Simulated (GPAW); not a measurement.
A run of GPAW 26.7.0:

File run.py:

```python
from ase import Atoms
from ase.dft.bandgap import bandgap
from ase.io import write
from ase.units import GPa
from gpaw import GPAW, PW, setup_paths

setup_paths.insert(0, '.')

atoms = Atoms(['Sn', 'Sn', 'O', 'O', 'O', 'O'],
              cell=[[4.738, 0.0, 0.0],
                    [0.0, 4.738, 0.0],
                    [0.0, 0.0, 3.1865]],
              scaled_positions=[[0.5, 0.5, 0.5],
                                [0.0, 0.0, 0.0],
                                [0.8071, 0.1929, 0.5],
                                [0.6929, 0.6929, 0.0],
                                [0.1929, 0.8071, 0.5],
                                [0.3071, 0.3071, 0.0]],
              pbc=True)

calc = GPAW(mode=PW(800),
            xc='LDA',
            kpts={'size': (4, 4, 5), 'gamma': True},
            occupations={'name': 'fermi-dirac', 'width': 0.05},
            setups={'O': 'jth', 'Sn': 'jth'},
            nbands=-17,
            convergence={'density': 1e-05, 'energy': 1e-05},
            maxiter=150,
            txt='gpaw.txt')
atoms.calc = calc
energy = atoms.get_potential_energy()
forces = atoms.get_forces()
stress = atoms.get_stress()
calc.write('gs.gpw')
write('result.traj', atoms)
print(f'Energy: {energy:.6f} eV')
print('Forces (eV/A):')
print(forces.round(4))
print('Stress (GPa):', (stress / GPa).round(3))
print('Fermi level:', round(calc.get_fermi_level(), 4), 'eV')
print(f'Gap: {bandgap(calc)[0]:.4f} eV, direct: {bandgap(calc, direct=True)[0]:.4f} eV')

path = atoms.cell.bandpath('GXMGZRAZ,XR,MA', npoints=60, eps=1e-4)
bs_calc = calc.fixed_density(kpts=path, symmetry='off', nbands=-30,
                             convergence={'bands': 'CBM+6.0', 'eigenstates': 1e-6}, txt='bands.txt')
bs = bs_calc.band_structure()
bs.write('bs.json')
print(f'Gap on the path: {bandgap(bs_calc)[0]:.4f} eV')
```

Potentials or basis: JTH PAW 2.0, LDA, pw.

Launch:

```bash
$ OMP_NUM_THREADS=1 python run.py
```

Hardware: 1 thread of Intel(R) Xeon(R) Platinum 8488C (Sapphire Rapids) (shared host).

Question: Estimate the wall time of this run.

Answer: Wall time 3.1 min on 1 thread of Intel(R) Xeon(R) Platinum 8488C (Sapphire Rapids), with other jobs on the host, peak memory 0.54 GiB. Counts: scf iterations 17, plane waves 3700, bands 43, k points 21.
